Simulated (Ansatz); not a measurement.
# Al2O3 (R-3c): relaxation of cell and ions from a Python script

What cell does Al2O3 (R-3c) relax to? Aim: a relaxation of cell and ions, for Al2O3 (R-3c), run from a script.

Program: Ansatz 0.2.0 through its Python package. Level of theory: DFT PBEsol, plane waves, PAW. These are calculated values, not measurements.

**1. The structure**

The structure is trigonal, space group R-3c (No. 167). Conventional cell: a = 4.760 Å, b = 4.760 Å, c = 12.996 Å, α = 90.00°, β = 90.00°, γ = 120.00°. Around Al (site symmetry 3) lie 6 O at 1.85 to 1.97 Å. O (site symmetry 2) has 4 Al at 1.85 to 1.97 Å as nearest neighbours.

POSCAR_al2o3, read by the script:

```text
Al2O3
1.0
   2.38025000    1.37423798    4.33186667
  -2.38025000    1.37423798    4.33186667
   0.00000000   -2.74847596    4.33186667
Al O
4 6
Direct
   0.35216000    0.35216000    0.35216000
   0.14784000    0.14784000    0.14784000
   0.64784000    0.64784000    0.64784000
   0.85216000    0.85216000    0.85216000
   0.55668000    0.94332000    0.25000000
   0.25000000    0.55668000    0.94332000
   0.94332000    0.25000000    0.55668000
   0.44332000    0.05668000    0.75000000
   0.75000000    0.44332000    0.05668000
   0.05668000    0.75000000    0.44332000
```

**2. The code**

vcrelax_al2o3.py reads:

```python
"""Cell relaxation of Al2O3."""

import warnings

import ansatz as az
from ase import Atoms
from ase.io import read
from ase.neighborlist import neighbor_list
import matplotlib.pyplot as plt
import numpy as np

def edges_and_angles(cell):
    cell = np.asarray(cell)
    a, b, c = np.linalg.norm(cell, axis=1)
    cosines = cell[1] @ cell[2] / (b * c), cell[0] @ cell[2] / (a * c), cell[0] @ cell[1] / (a * b)
    return (a, b, c, *np.degrees(np.arccos(cosines)))


def main() -> None:
    warnings.simplefilter("ignore", az.DeckWarning)

    atoms = read("POSCAR_al2o3", format="vasp")
    crystal = az.Crystal.from_ase(atoms)

    # edges free, angles fixed
    setup = (
        crystal.calculation()
        .functional("pbesol")
        .kpoints(6, 6, 6)
        .occupations("fixed")
        .relax(fix_cell=["angles"])
        .density_of_states(energy_step=0.1, method="smearing", broadening_width=0.2)
    )
    steps = []


    def collect(event):
        if event["event"] == "relax_step":
            steps.append(event["data"])


    outcome = setup.session().plan().execute(on_event=collect)
    rep = outcome.report
    print("step   energy (eV)     max comp. (eV/A)   P (GPa)  SCF")
    for s in steps:
        print(f"{s['step']:4d} {s['lagrangian_ev']:15.5f} {s['allowed_force_max_ev_ang']:12.4f} {s['pressure_gpa']:10.3f} {s['n_scf']:5d}")

    first, last = steps[0], steps[-1]
    symbols = [site.symbol for site in outcome.lattice.sites]
    print(f"energy gained {first['lagrangian_ev'] - last['lagrangian_ev']:.4f} eV in {len(steps) - 1} steps")
    for label, vectors in (("before", first["cell_ang"]), ("after", outcome.lattice.cell_ang)):
        print(label, "a b c (A) {:.4f} {:.4f} {:.4f}  angles {:.2f} {:.2f} {:.2f}".format(*edges_and_angles(vectors)), f" V = {abs(np.linalg.det(vectors)):.3f} A^3")
    print("final stress xx yy zz (GPa, compression positive):", np.round(np.diag(rep["stress_gpa"]), 3) + 0.0)

    fig, (top, bottom) = plt.subplots(2, 1, sharex=True, figsize=(4.5, 4))
    top.plot([s["lagrangian_ev"] - last["lagrangian_ev"] for s in steps], "o-")
    top.set_ylabel("E - E(final) (eV)")
    bottom.semilogy([max(s["allowed_force_max_ev_ang"], 1e-6) for s in steps], "s-")
    bottom.set(xlabel="step", ylabel="largest force (eV/A)")
    fig.tight_layout()
    fig.savefig("relax.png", dpi=100)

    final = Atoms(symbols, positions=last["positions_ang"], cell=outcome.lattice.cell_ang, pbc=True)
    i, j, d = neighbor_list("ijd", final, 4.5)
    print("neighbours within 1.15 times the shortest distance of each atom (A)")
    for atom in range(len(final)):
        near = [m for m in np.argsort(d) if i[m] == atom]
        shell = [m for m in near if d[m] < 1.15 * d[near[0]]]
        print(f"{symbols[atom]}{atom} ({len(shell)}):", ", ".join(f"{symbols[j[m]]} {d[m]:.3f}" for m in shell))

    print("atom   start x y z (A)              end x y z (A)")
    for symbol, a, b in zip(symbols, first["positions_ang"], last["positions_ang"]):
        print(f"{symbol:3s}", " ".join(f"{v:8.4f}" for v in a), "  ", " ".join(f"{v:8.4f}" for v in b))

    print("relaxed fractional positions")
    for site in outcome.lattice.sites:
        print(f"  {site.symbol:2s}", " ".join(f"{v % 1:8.5f}" for v in np.round(site.position_frac, 5)))

    n_atoms = len(rep["lattice"]["sites"])
    print("F =", round(rep["free_energy_ev"], 4), "eV for", n_atoms, "atoms")
    print("E(sigma -> 0) =", round(rep["energy_sigma0_ev"], 4), "eV, TS =", round(rep["entropy_ts_ev"], 5), "eV")
    print("closed by", rep["closed_by"], "after", rep["n_iterations"], "iterations")

    dos = outcome.density_of_states()
    energy = np.asarray(dos.energies_ev) - dos.fermi_ev
    states, count = np.asarray(dos.spin_summed_g_bin_mean_per_ev), np.asarray(dos.spin_summed_integrated)
    g_fermi = float(np.interp(0.0, energy, states))
    print(f"g(E_F) = {g_fermi:.3f} states/eV per cell")
    for low, high in ((-10, -6), (-6, -3), (-3, 0), (0, 3)):
        print(f"states between {low} and {high} eV: {np.interp(high, energy, count) - np.interp(low, energy, count):.3f}")


if __name__ == "__main__":
    main()
```

**3. Launch**

Command:

```bash
python vcrelax_al2o3.py
```

**Question.** What results will this script give? Wanted: free energy; moves of the relaxation; energy gained; last largest force component; relaxed conventional cell; space group at the end.

The runs gave:

| quantity | value |
| --- | --- |
| free energy | -5478.8482 eV (-547.8848 eV/atom) |
| moves of the relaxation | 4 |
| energy gained (ahead of the last change of basis) | 0.4 meV/atom |
| last largest force component | 0.0001 eV/Å |
| relaxed conventional cell | a = 4.772 Å, b = 4.772 Å, c = 13.026 Å, α = 90.00°, β = 90.00°, γ = 120.00° |
| space group at the end | R-3c |

The volume grew by 0.7 % over 4 moves, and the space group stayed R-3c. The Fermi level of a run with fixed occupations marks the highest occupied state on its mesh, not mid-gap. Energies along a relaxation are free energies. Rows at an unchanged volume are solved on a plane-wave basis chosen afresh for that cell, so the energy jumps there and such rows are no steps of the walk. Edges and angles that the script prints are those of the cell as typed, here a primitive one. The crystal has a gap of about 6.04 eV on the mesh; any density of states at or just above the Fermi level is the tail of the broadening. The density of states is complete only as far up as bands were computed.
